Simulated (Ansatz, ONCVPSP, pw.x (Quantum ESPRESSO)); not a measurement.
# pw.x on fcc Ru: one setting changed

Potential: optimised norm-conserving Vanderbilt (ONCV), ONCVPSP 4.0.1.1 (patched build), PBE; core [Ar] 3d10, reference 4s2 4p6 4d7 5s1; waves: 4s+5s: rc 1.40 bohr, ncon 3, nbas 6, qcut 7.3 1/bohr, 2 projectors; 4p: rc 1.65 bohr, ncon 4, nbas 9, qcut 6.8 1/bohr, 2 projectors, debl 2.7 Ha; 4d: rc 1.60 bohr, ncon 4, nbas 7, qcut 6.1 1/bohr, 1 projector; local part: polynomial inside 1.35 bohr (lpopt 3, dvloc0 0 Ha); core correction: Teter function, fcfact 4.25, rcfact 1.

The reference run (k-mesh 15³, cutoffs 150/600 Ry, Fermi–Dirac 0.01 Ry, mixing_beta 0.4, conv_thr 1e-9, no spin) gives 1.75 GPa at 13.814 Å³/atom, where all-electron LAPW gives 0.83 GPa. This run, with its own iteration cap, changes tot_charge to -2, a wrong or extreme entry chosen on purpose.

```
&control
  calculation='scf', prefix='x', pseudo_dir='./', outdir='./tmp', tstress=.true., disk_io='none'
/
&system
  ibrav=0, nat=1, ntyp=1, ecutwfc=150, ecutrho=600, nbnd=16,
  occupations='smearing', smearing='fd', degauss=0.01, tot_charge=-2
/
&electrons
  conv_thr=1e-09, mixing_beta=0.4, electron_maxstep=70
/
ATOMIC_SPECIES
Ru 1.0 Ru.UPF
CELL_PARAMETERS angstrom
  0.00000000 1.90442183 1.90442183
  1.90442183 0.00000000 1.90442183
  1.90442183 1.90442183 0.00000000
ATOMIC_POSITIONS crystal
Ru 0.0000 0.0000 0.0000
K_POINTS automatic
15 15 15 0 0 0
```

```bash
pw.x < Ru.scf.in > Ru.scf.out
```

Question: How does the run end?

Answer: It converges in 9 iterations; the free energy moves by +49.04 eV/atom and the pressure by +688.24 GPa. The cell is charged against a uniform background, so energy and pressure depend on the zero of the potential and are not those of the crystal.

```
Message from routine setup:
     using ibrav=0 with symmetry is DISCOURAGED, use correct ibrav instead
     lattice parameter (alat)  =       5.0895  a.u.
     unit-cell volume          =      93.2215 (a.u.)^3
     number of electrons       =        18.00
     number of Kohn-Sham states=           16
     kinetic-energy cutoff     =     150.0000  Ry
     charge density cutoff     =     600.0000  Ry
     scf convergence threshold =      1.0E-09
     Exchange-correlation= PBE
     number of k points=   120  Fermi-Dirac smearing, width (Ry)=  0.0100
     iteration #  1     ecut=   150.00 Ry     beta= 0.40
     total energy              =    -189.73671633 Ry
     estimated scf accuracy    <       2.22870270 Ry
     iteration #  2     ecut=   150.00 Ry     beta= 0.40
     total energy              =    -190.09909606 Ry
     estimated scf accuracy    <       0.02128223 Ry
     iteration #  3     ecut=   150.00 Ry     beta= 0.40
     total energy              =    -190.10650797 Ry
     estimated scf accuracy    <       0.00054209 Ry
     [... 3 iterations left out ...]
     iteration #  7     ecut=   150.00 Ry     beta= 0.40
     total energy              =    -190.10662265 Ry
     estimated scf accuracy    <          2.7E-09 Ry
     iteration #  8     ecut=   150.00 Ry     beta= 0.40
     total energy              =    -190.10662265 Ry
     estimated scf accuracy    <          3.0E-09 Ry
     iteration #  9     ecut=   150.00 Ry     beta= 0.40
     the Fermi energy is    25.9793 ev
!    total energy              =    -190.10662265 Ry
     estimated scf accuracy    <          3.7E-11 Ry
     smearing contrib. (-TS)   =      -0.00574612 Ry
     The total energy is F=E-TS. E is the sum of the following terms:
     one-electron contribution =     -31.71230527 Ry
     hartree contribution      =      31.35120031 Ry
     xc contribution           =     -26.66971310 Ry
     ewald contribution        =    -163.07005847 Ry
     convergence has been achieved in   9 iterations
          total   stress  (Ry/bohr**3)                   (kbar)     P=     6899.95
     Message from routine punch:
     Nothing written, as per user request (disk_io='none')
```

The run took about 82 s on one core of a shared host (Intel(R) Xeon(R) Platinum 8259CL CPU @ 2.50GHz, 96 threads, 755 GiB, load 76).
